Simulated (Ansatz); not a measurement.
How much does the functional matter for the cell of CdS?

The starting cell is an entry of the Crystallography Open Database (1925):

```
Cd S
1.0
     4.15000    0.00000    0.00000
    -2.07500    3.59401    0.00000
     0.00000    0.00000    6.73700
Cd S
2 2
Cartesian
  0.0000 2.3960 0.0000
  2.0750 1.1980 3.3685
  0.0000 2.3960 2.5264
  2.0750 1.1980 5.8949
```

Atoms and cell were relaxed at zero pressure with plane-wave PAW DFT (Ansatz 0.2.0; one set of PAW datasets, made under PBE, for all functionals; 420 eV, r2SCAN 500 eV; 6×6×4 Γ-centred mesh, fermi-dirac occupations of width 0.020 eV; no spin polarisation, no spin-orbit coupling, no dispersion correction), keeping the symmetry (P6_3mc, No. 186).

**Question.** What cells and energies do LDA, PBEsol, PBE, r2SCAN give?

**Answer.** The relaxed conventional cells:

```json
{"functional": "LDA", "a (Å)": "4.075", "c (Å)": "6.639", "volume (Å³/atom)": "23.86", "formation energy (eV/atom)": "-0.634"}
{"functional": "PBEsol", "a (Å)": "4.124", "c (Å)": "6.711", "volume (Å³/atom)": "24.71", "formation energy (eV/atom)": "-0.637"}
{"functional": "PBE", "a (Å)": "4.197", "c (Å)": "6.828", "volume (Å³/atom)": "26.05", "formation energy (eV/atom)": "-0.659"}
{"functional": "r2SCAN", "a (Å)": "4.165", "c (Å)": "6.767", "volume (Å³/atom)": "25.42", "formation energy (eV/atom)": "-0.805"}
{"functional": "the entry", "a (Å)": "4.150", "c (Å)": "6.737", "volume (Å³/atom)": "25.12", "formation energy (eV/atom)": "–"}
```

LDA gives the smallest volume and PBE the largest, 9.1 % more, the usual order, since LDA overbinds and PBE's gradient terms loosen the lattice. Against the entry's volume: LDA -5.0 %, PBEsol -1.6 %, PBE +3.7 %, r2SCAN +1.2 %. No verdict is drawn from this: the entry is old or was flagged in a check, so the entry may be off as well as the functionals. The formation energies span 0.17 eV an atom, lowest under r2SCAN.

Caveats: each relaxation keeps the start's symmetry, so a distorted cell may lie lower; computed cells are at 0 K with fixed nuclei, while the entry holds thermal expansion, often some tenths of a per cent in volume and more in soft crystals; an old entry, and the compound itself may be in doubt; formation energies are at zero smearing against the elements' usual phases under the same functional, gases as free molecules, uncorrected.
